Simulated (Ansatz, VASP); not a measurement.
SnSe: VASP beside Ansatz

```
Sn Se
1.0
     0.00000    2.61688    2.61688
     2.61688    0.00000    2.61688
     2.61688    2.61688    0.00000
Sn Se
1 1
Direct
  0.00000 0.00000 0.00000
  0.50000 0.50000 0.50000
```

Alike in both runs: functional PBE; dispersion D3(BJ); k mesh 10 × 10 × 10; no spin polarisation.

Ansatz relaxed the structure, and its values are those at the end. VASP's run is a single point on that final structure, the one shown.

```csv
,VASP,Ansatz
version,VASP 6.6.1,Ansatz 0.2.0
potentials or method,"VASP PAW PBE potentials, release 64 (Sn_d, Se)","scalar-relativistic, plane waves, PAW"
plane-wave cutoff (eV),520,420
occupations,tetrahedron,tetrahedron-uncorrected
valence electrons in the cell,20,30
```

|  | VASP | Ansatz | Ansatz less VASP |
| --- | --- | --- | --- |
| gap on the k mesh at the Fermi level (eV) | 0.06 | 0.06 | 0.000 |

The two sets of potentials don't hold the same shells in valence. Ansatz warned: «band_table_not_solved_further».

Caveats: spin-orbit coupling is left out, which moves the levels of the heavy elements.
